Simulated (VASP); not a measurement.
Crystal: HfSiO4 (Hafnon).

```
CELL_PARAMETERS angstrom
-3.28625 3.28625 2.98160
3.28625 -3.28625 2.98160
3.28625 3.28625 -2.98160
ATOMIC_POSITIONS crystal
Hf 0.75000 0.25000 0.50000
Hf 0.00000 0.00000 0.00000
Si 0.25000 0.75000 0.50000
Si 0.50000 0.50000 0.00000
O 0.13530 0.31980 0.81550
O 0.06980 0.75430 0.68450
O 0.50430 0.31980 0.18450
O 0.06980 0.38530 0.31550
O 0.61470 0.93020 0.68450
O 0.68020 0.86470 0.18450
O 0.24570 0.93020 0.31550
O 0.68020 0.49570 0.81550
```

```yaml
Program: VASP 6.6.1
Task: relaxation of cell and atoms
Functional: PBEsol
Potentials_or_basis: VASP PAW PBE potentials, release 64 (Hf_pv, Si, O)
Cutoff: 600 eV
k_mesh: 6 × 6 × 6
Occupations: gaussian, width 0.03 eV
Spin: no spin polarisation
```

At the start: pressure -0.2 GPa; volume 10.73 Å³/atom.

Task: How do energy, volume and symmetry change on relaxing?

Result: Over 10 steps the energy falls by 3.2 meV/atom and the volume is 10.68 Å³/atom (-0.5 %); space group I4_1/amd (No. 141, to 0.05 Å).

Step by step:
| step | energy change (eV) | largest force (eV/Å) | pressure (GPa) | volume (Å³) |
| --- | --- | --- | --- | --- |
| 1 | 0.0000 | 0.6751 | -0.24 | 128.80 |
| 2 | 0.0477 | 1.0562 | -2.01 | 128.49 |
| 3 | -0.0344 | 0.0764 | -1.06 | 128.68 |
| 4 | -0.0352 | 0.0206 | 1.20 | 127.51 |
| 5 | -0.0370 | 0.0461 | 0.17 | 128.04 |
| 6 | -0.0377 | 0.0223 | 0.08 | 128.10 |
| 7 | -0.0378 | 0.0121 | 0.02 | 128.15 |
| 8 | -0.0379 | 0.0143 | -0.05 | 128.18 |
| 9 | -0.0379 | 0.0108 | -0.04 | 128.18 |
| 10 | -0.0379 | 0.0046 | 0.07 | 128.15 |

Final structure:
```
CELL_PARAMETERS angstrom
-3.27947 3.27947 2.97888
3.27947 -3.27947 2.97888
3.27947 3.27947 -2.97888
ATOMIC_POSITIONS crystal
Hf 0.75000 0.25000 0.50000
Hf 0.00000 0.00000 0.00000
Si 0.25000 0.75000 0.50000
Si 0.50000 0.50000 0.00000
O 0.13212 0.31743 0.81469
O 0.06743 0.75274 0.68531
O 0.50274 0.31743 0.18531
O 0.06743 0.38212 0.31469
O 0.61788 0.93257 0.68531
O 0.68257 0.86788 0.18531
O 0.24726 0.93257 0.31469
O 0.68257 0.49726 0.81469
```

Caveat: the PAW data sets were made with another functional, which shifts forces and pressure a little.
